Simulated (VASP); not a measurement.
**VASP 6.6.1 run: LiH**

INCAR

```
NSW = 0
EDIFF = 1E-7
ENCUT = 520
NELM = 58
LCHARG = .FALSE.
NBANDS = 9
PREC = Low
LREAL = .FALSE.
LASPH = .TRUE.
ISIF = 2
NELECT = 4.02
SIGMA = 0.3
ISMEAR = -5
GGA = PE
LWAVE = .FALSE.
IBRION = -1
```

KPOINTS

```
KPOINTS created by Atomic Simulation Environment
0
Gamma
10 10 10
0 0 0
```

POSCAR

```
Li H
 1.0000000000000000
     0.0000000000000000    1.9028450990000001    1.9028450990000001
     1.9028450990000001    0.0000000000000000    1.9028450990000001
     1.9028450990000001    1.9028450990000001    0.0000000000000000
 Li  H
   1   1
Cartesian
  0.0000000000000000  0.0000000000000000  0.0000000000000000
  1.9028450990000001  1.9028450990000001  1.9028450990000001
```

The recommended PBE PAW datasets give the neutral cell 4 valence electrons.

Command

```
mpirun -np 1 vasp_std
```

Question: How does this run end, and what does it give?

Answer: It converged. Results: pressure 7.9 GPa.

OSZICAR

```
N       E                     dE             d eps       ncg     rms          rms(c)
DAV:   1    -0.148754791702E+01   -0.14875E+01   -0.14799E+03   870   0.414E+02
DAV:   2    -0.621500679842E+01   -0.47275E+01   -0.46918E+01  1208   0.575E+01
DAV:   3    -0.626130126932E+01   -0.46294E-01   -0.46286E-01  1038   0.490E+00
DAV:   4    -0.626142657519E+01   -0.12531E-03   -0.12532E-03  1171   0.231E-01
DAV:   5    -0.626142751604E+01   -0.94084E-06   -0.94078E-06  1054   0.101E-02    0.297E+00
DAV:   6    -0.606706619977E+01    0.19436E+00   -0.14777E-01   953   0.122E+00    0.150E+00
DAV:   7    -0.600228961592E+01    0.64777E-01   -0.18827E-01  1001   0.158E+00    0.227E-01
DAV:   8    -0.600381370992E+01   -0.15241E-02   -0.32830E-03  1061   0.412E-01    0.253E-02
DAV:   9    -0.600383522734E+01   -0.21517E-04   -0.50611E-05  1147   0.434E-02    0.527E-03
DAV:  10    -0.600383779578E+01   -0.25684E-05   -0.23953E-06  1038   0.120E-02    0.163E-03
DAV:  11    -0.600383791095E+01   -0.11516E-06   -0.11152E-07  1054   0.212E-03    0.646E-04
DAV:  12    -0.600383798027E+01   -0.69320E-07   -0.45437E-09   552   0.602E-04
   1 F= -.60038380E+01 E0= -.60038380E+01  d E =0.000000E+00
```

The cell is charged and sits in a uniform background.

For comparison, a separate PBE run of the intended cell, on usual settings and not on those above, gives a gap of 2.84 eV on its mesh and a pressure of 7.0 GPa.
